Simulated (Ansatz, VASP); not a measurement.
## One calculation of Nb, two programs

POSCAR

```
Nb
1.0
    0.0000000000      2.0092500000      2.0092500000
    2.0092500000      0.0000000000      2.0092500000
    2.0092500000      2.0092500000      0.0000000000
Nb
1
Direct
    0.0000000000      0.0000000000      0.0000000000
```

File INCAR.step1:

```
SYSTEM = Nb
  PREC = Accurate
  ENCUT = 520
  ISMEAR = 0
  SIGMA = 0.15
  LREAL = .False.
  LASPH = .True.
  NELM = 80
  NBANDS = 12
  GGA = PE
  ALGO = Normal
  EDIFF = 1E-4
  LWAVE = .True.
  LCHARG = .False.
```

The input INCAR.step2:

```
SYSTEM = Nb
  PREC = Accurate
  ENCUT = 520
  EDIFF = 1E-7
  ISMEAR = 0
  SIGMA = 0.15
  LREAL = .False.
  LASPH = .True.
  NELM = 80
  ALGO = Normal
  ISIF = 2
  LWAVE = .False.
  LCHARG = .False.
  METAGGA = R2SCAN
  LMIXTAU = .True.
  NBANDS = 12
  ISTART = 1
```

File KPOINTS:

```
regular mesh
0
Gamma
  20 20 20
  0 0 0
```

Input for Ansatz:

```yaml
crystal:
  lattice:
    - [0.0, 2.00925, 2.00925]
    - [2.00925, 0.0, 2.00925]
    - [2.00925, 2.00925, 0.0]
  atoms:
    - { symbol: Nb, position: [0.0, 0.0, 0.0] }
basis:
  ecutwfc: 500
kpoints:
  mp_grid: { grid: [20, 20, 20] }
hamiltonian:
  xc: r2scan
scf:
  occupations: { method: gaussian, width: 0.15 }
output:
  forces: true
  stress: true
  eigenvalues: true
```

Change from the starting cell: strain -0.050 along x and y, -0.050 along z, atoms carried along.

Alike in both runs: task single point; functional r2SCAN; k mesh 20 × 20 × 20; occupations gaussian, width 0.15 eV; no spin polarisation.

```csv
,VASP,Ansatz
version,VASP 6.6.1,Ansatz 0.2.0
potentials or method,"VASP PAW PBE potentials, release 64 (Nb_sv)","scalar-relativistic, plane waves, PAW"
plane-wave cutoff (eV),520,500
valence electrons in the cell,13,13
```

```csv
,VASP,Ansatz,Ansatz less VASP
gap on the k mesh at the Fermi level (eV),none,none,-
pressure (GPa),30.2,30.4,+0.23
```

A gap of «none» marks a metal or a gap that the smearing closes. With one functional, cell and mesh, what is left measures potentials, basis and numerics.

Caveats: so large a pressure means that the cell lies far from this level's equilibrium, or that cutoff or potentials fall short (VASP); the potentials were made for another functional, which shifts forces and pressure (VASP).
